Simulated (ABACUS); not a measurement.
Tc:

```xyz
2
Lattice="2.7400 0.0000 0.0000 -1.3700 2.3729 0.0000 0.0000 0.0000 4.3980" Properties=species:S:1:pos:R:3 pbc="T T T"
Tc    1.3700    0.7910    3.2985
Tc    0.0000    1.5819    1.0995
```

Base run:

| Item | Value |
| --- | --- |
| Program | ABACUS 3.10.1 |
| Functional | PBE |
| Potentials or basis | SG15 ONCV 1.2 PBE |
| Cutoff | 1361 eV |
| Density cutoff | 5442 eV |
| Basis | DZP LCAO (the cutoffs set its grid) |
| k mesh | 11 × 11 × 6 |
| Occupations | fermi-dirac, width 0.05 eV |
| Spin | no spin polarisation |

Its results: band gap on the k mesh none (metal or under the smearing width); pressure 5.1 GPa.

Task: The run is repeated on the same cell with these changes: functional from PBE to PBEsol. What comes out?

Result: Band gap on the k mesh none (metal or under the smearing width); pressure -3.8 GPa.

PBEsol binds more tightly than PBE, so the same cell stands under less pressure.

Caveats: the atomic orbitals were generated for these runs and aren't a published set; the basis of atomic orbitals isn't converged, which shifts pressures, moduli and gaps; the potentials were made for another functional, which shifts forces and pressure (some runs).
